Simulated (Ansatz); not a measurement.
An 8-atom cell of SnS started from a crystallographic database at its r2SCAN+rVV10 geometry, run in the plane-wave code Ansatz at 4 levels of theory. No magnetic order and no zero-point or thermal motion.

The LDA input:
```yaml
crystal:
  lattice:
    - [11.2184912335, 0.0, 0.0]
    - [0.0, 3.961751057, 0.0]
    - [0.0, 0.0, 4.4334756478]
  atoms:
    - { symbol: Sn, position: [0.1191823488, 0.25, 0.1258109443] }
    - { symbol: Sn, position: [0.3808176512, 0.75, 0.6258109443] }
    - { symbol: Sn, position: [0.6191823488, 0.25, 0.3741890557] }
    - { symbol: Sn, position: [0.8808176512, 0.75, 0.8741890557] }
    - { symbol: S, position: [0.8494992837, 0.25, 0.4871020382] }
    - { symbol: S, position: [0.6505007163, 0.75, 0.9871020382] }
    - { symbol: S, position: [0.3494992837, 0.25, 0.0128979618] }
    - { symbol: S, position: [0.1505007163, 0.75, 0.5128979618] }
kpoints:
  mp_grid: { grid: [2, 6, 6] }
  band_path:
    path:
      - [0.0, 0.0, 0.0]
      - [0.5, 0.0, 0.0]
      - [0.5, 0.5, 0.0]
      - [0.0, 0.5, 0.0]
      - [0.0, 0.0, 0.5]
      - [0.5, 0.0, 0.5]
      - [0.5, 0.5, 0.5]
      - [0.0, 0.5, 0.5]
      - [0.0, 0.0, 0.453125]
      - [0.0, 0.324219, 0.0]
      - [0.0, 0.3, 0.0]
    npoints: 1
hamiltonian:
  xc: lda
scf:
  occupations: { method: fixed }
  n_extra_bands: 6
output:
  forces: true
  stress: true
  eigenvalues: true
```

Main results, then, where recorded, the levels near the gap in eV from the Fermi energy (columns number the bands from 0), one row a point of the path (Γ, X, S, Y, Z, U, R, T, Γ–Z (0.91), Y–Γ (0.35), Y–Γ (0.40)):
```
Crystal: 8 atoms, lattice volume = 197.045 Å³
Symmetry: 8 space group operations
Space group: Pnma (ITA 62)
```
```
Basis set: ecut = 420 eV, 3835 PW (Γ)
Bands: 46, of which v1, the nominal top of the filled ones, is band 40 counted from 1 (39 counted from 0)
k-points: 32 of 72
Free energy (F): -26999.948736 eV
Fermi energy:    7.600788 eV
--- Forces (eV/Å), atoms counted from 1 ---
  atom   1  Sn      0.03696      0.00000      0.00507
  atom   2  Sn    -0.03696      0.00000      0.00507
  atom   3  Sn      0.03696      0.00000    -0.00507
  atom   4  Sn    -0.03696      0.00000    -0.00507
  atom   5  S       0.01519      0.00000    -0.02823
  atom   6  S     -0.01519      0.00000    -0.02823
  atom   7  S       0.01519      0.00000      0.02823
  atom   8  S     -0.01519      0.00000      0.02823
--- Stress (GPa, compression-positive) ---
       -2.342563       0.000000       0.000000
        0.000000      -2.258788       0.000000
        0.000000       0.000000      -2.601957
  P = ⅓ Tr σ = -2.4011 GPa (-24.011 kbar)
```
```tsv
band_36	band_37	band_38	band_39	band_40	band_41	band_42
-1.694	-0.960	-0.716	-0.292	1.083	2.796	2.893
-1.898	-1.898	-0.459	-0.459	2.583	2.583	2.662
-1.106	-1.106	-1.106	-1.106	1.701	1.701	1.701
-0.989	-0.989	-0.946	-0.946	1.380	1.380	1.611
-0.935	-0.935	-0.017	-0.017	1.557	1.557	2.096
-0.701	-0.701	0.000	0.000	1.555	1.555	2.050
-1.438	-1.438	-1.438	-1.438	2.678	2.678	2.678
-2.171	-2.171	-1.271	-1.271	2.840	2.840	2.988
-1.158	-0.668	-0.157	0.055	1.395	1.806	1.865
-1.503	-0.789	-0.774	-0.163	0.843	1.774	2.039
-1.573	-0.766	-0.725	-0.107	0.885	1.697	2.193
```

With LDA the valence top lies at Γ–Z (0.91 of the way from Γ) and the conduction bottom at Y–Γ (0.35 of the way from Y), 0.79 eV higher; the smallest vertical gap, at Y–Γ (0.40 of the way from Y), is 0.99 eV.

PBE+SOC. Against the first input these blocks differ (the band path and keys that only write files left aside):
```yaml
hamiltonian:
  xc: pbe
scf:
  occupations: { method: fermi_dirac, width: 0.02 }
  n_extra_bands: 12
magnetization:
  noncollinear: true
  spin_orbit: true
```

```
Basis set: ecut = 420 eV, 3835 PW (Γ)
Bands: 92, of which v1, the nominal top of the filled ones, is band 80 counted from 1 (79 counted from 0)
k-points: 32 of 72
Free energy (F): -27717.224985 eV
Fermi energy:    8.403651 eV
--- Forces (eV/Å), atoms counted from 1 ---
  atom   1  Sn    -0.12076      0.00000    -0.11874
  atom   2  Sn      0.12076      0.00000    -0.11874
  atom   3  Sn    -0.12076      0.00000      0.11874
  atom   4  Sn      0.12076      0.00000      0.11874
  atom   5  S       0.10073      0.00000    -0.13851
  atom   6  S     -0.10073      0.00000    -0.13851
  atom   7  S       0.10073      0.00000      0.13851
  atom   8  S     -0.10073      0.00000      0.13851
--- Stress (GPa, compression-positive) ---
        2.159921       0.000000       0.000000
        0.000000       2.319118       0.000000
        0.000000       0.000000       1.873735
  P = ⅓ Tr σ = 2.1176 GPa (21.176 kbar)
```

With PBE+SOC the valence top lies at Γ–Z (0.91 of the way from Γ) and the conduction bottom at Y–Γ (0.35 of the way from Y), 0.81 eV higher; the smallest vertical gap, at Y–Γ (0.40 of the way from Y), is 1.02 eV. With the atoms held, the mean pressure is +2.12 GPa (compression positive).

r2SCAN. Against the first input these blocks differ (the band path and keys that only write files left aside):
```yaml
hamiltonian:
  xc: r2scan
```

```
Basis set: ecut = 500 eV, 4963 PW (Γ)
Bands: 46, of which v1, the nominal top of the filled ones, is band 40 counted from 1 (39 counted from 0)
k-points: 32 of 72
Free energy (F): -27781.692634 eV
Fermi energy:    7.924481 eV
--- Forces (eV/Å), atoms counted from 1 ---
  atom   1  Sn      0.01904      0.00000      0.01643
  atom   2  Sn    -0.01904      0.00000      0.01643
  atom   3  Sn      0.01904      0.00000    -0.01643
  atom   4  Sn    -0.01904      0.00000    -0.01643
  atom   5  S     -0.01352      0.00000      0.01543
  atom   6  S       0.01352      0.00000      0.01543
  atom   7  S     -0.01352      0.00000    -0.01543
  atom   8  S       0.01352      0.00000    -0.01543
--- Stress (GPa, compression-positive) ---
        0.912865       0.000000       0.000000
        0.000000       0.894557       0.000000
        0.000000       0.000000       0.954093
  P = ⅓ Tr σ = 0.9205 GPa (9.205 kbar)
```
```tsv
band_36	band_37	band_38	band_39	band_40	band_41	band_42
-2.054	-1.093	-0.965	-0.438	1.265	3.008	3.154
-2.254	-2.254	-0.638	-0.638	2.803	2.803	2.890
-1.260	-1.260	-1.260	-1.260	1.920	1.920	1.920
-1.172	-1.172	-1.096	-1.096	1.584	1.584	1.876
-1.077	-1.077	-0.006	-0.006	1.800	1.800	2.324
-0.908	-0.908	0.000	0.000	1.785	1.785	2.288
-1.682	-1.682	-1.682	-1.682	2.899	2.899	2.899
-2.407	-2.407	-1.494	-1.494	3.052	3.052	3.167
-1.312	-0.824	-0.145	0.061	1.656	2.040	2.081
-1.753	-1.037	-0.882	-0.267	1.080	2.025	2.274
-1.830	-1.017	-0.833	-0.207	1.115	1.939	2.431
```

With r2SCAN the valence top lies at Γ–Z (0.91 of the way from Γ) and the conduction bottom at Y–Γ (0.35 of the way from Y), 1.02 eV higher; the smallest vertical gap, at Y–Γ (0.40 of the way from Y), is 1.32 eV. The mean pressure is +0.92 GPa (compression positive), so r2SCAN would enlarge the cell's volume.

r2SCANh. Against the first input these blocks differ (the band path and keys that only write files left aside):
```yaml
kpoints:
  mp_grid: { grid: [2, 4, 4] }
hamiltonian:
  xc: r2scanh
```

```
Basis set: ecut = 500 eV, 4963 PW (Γ)
Bands: 46, of which v1, the nominal top of the filled ones, is band 40 counted from 1 (39 counted from 0)
k-points: 18 of 32
hybrid outer 1: dexx = +1.543e-3 eV, tail = 4.26e-6 eV
hybrid outer 2: dexx = +5.960e-8 eV, tail = 1.33e-8 eV, Δε = 1.16e-4 eV, ΔF = 1.89e-3 eV/Å
Free energy (F): -27781.001504 eV
Fermi energy:    7.727672 eV
--- Forces (eV/Å), atoms counted from 1 ---
  atom   1  Sn      0.10654      0.00000      0.07438
  atom   2  Sn    -0.10654      0.00000      0.07438
  atom   3  Sn      0.10654      0.00000    -0.07438
  atom   4  Sn    -0.10654      0.00000    -0.07438
  atom   5  S     -0.04260      0.00000      0.06697
  atom   6  S       0.04260      0.00000      0.06697
  atom   7  S     -0.04260      0.00000    -0.06697
  atom   8  S       0.04260      0.00000    -0.06697
--- Stress (GPa, compression-positive) ---
        0.627770       0.000000       0.000000
        0.000000       0.583699       0.000000
        0.000000       0.000000       0.406472
  P = ⅓ Tr σ = 0.5393 GPa (5.393 kbar)
```
```tsv
band_36	band_37	band_38	band_39	band_40	band_41	band_42
-2.208	-1.186	-1.080	-0.508	1.658	3.445	3.599
-2.416	-2.416	-0.720	-0.720	3.240	3.240	3.333
-1.343	-1.343	-1.343	-1.343	2.316	2.316	2.316
-1.262	-1.262	-1.169	-1.169	1.970	1.970	2.272
-1.161	-1.161	0.000	0.000	2.194	2.194	2.716
-0.999	-0.999	-0.001	-0.001	2.182	2.182	2.693
-1.819	-1.819	-1.819	-1.819	3.330	3.330	3.330
-2.572	-2.572	-1.625	-1.625	3.501	3.501	3.623
-1.415	-0.894	-0.149	0.076	2.042	2.445	2.455
-1.877	-1.145	-0.953	-0.279	1.426	2.448	2.685
-1.959	-1.127	-0.904	-0.228	1.472	2.358	2.862
```

r2SCANh gives an indirect gap of 1.35 eV, from Γ–Z (0.91 of the way from Γ) to Y–Γ (0.35 of the way from Y); the least direct gap is 1.70 eV at Y–Γ (0.40 of the way from Y). The mean pressure at these positions is +0.5 GPa, compression counted positive. (The program warns that its thresholds are loose for a hybrid's stress.)

The hybrids run on coarser meshes, which limits their stresses and small splittings of levels.

Totals of different functionals, or with and without spin-orbit coupling, can't be compared.

Only the levels marked +SOC include spin-orbit coupling.

The meshes of the hybrids are coarse, so their gaps aren't converged to the digits shown.
